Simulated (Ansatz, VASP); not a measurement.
## Two plane-wave programs on Pt

```
Pt
1.0
     0.00000    1.96090    1.96090
     1.96090    0.00000    1.96090
     1.96090    1.96090    0.00000
Pt
1
Direct
  0.00000 0.00000 0.00000
```

Alike in both runs: task relaxation of cell and atoms; functional PBEsol; k mesh 18 × 18 × 18; occupations gaussian, width 0.1 eV; no spin polarisation.

|  | VASP | Ansatz |
| --- | --- | --- |
| version | VASP 6.6.1 | Ansatz 0.2.0 |
| potentials or method | VASP PAW PBE potentials, release 64 (Pt) | scalar-relativistic, plane waves, PAW |
| plane-wave cutoff (eV) | 600 | 420 |
| valence electrons in the cell | 10 | 18 |

```tsv
	VASP	Ansatz	Ansatz less VASP
gap on the k mesh at the Fermi level, each at its own relaxed structure (eV)	none	none	-
relaxed volume (Å³/atom)	15.02	15.04	+0.018
relaxed cell length with the largest relative difference (Å)	2.769	2.771	+0.0011
```

A gap of «none» marks a metal or a gap that the smearing closes. The two sets of potentials don't hold the same shells in valence.

Caveats: the PAW data sets were made with another functional, which shifts forces and pressure a little (VASP). Spin-orbit coupling is left out, which matters for the levels of Pt.
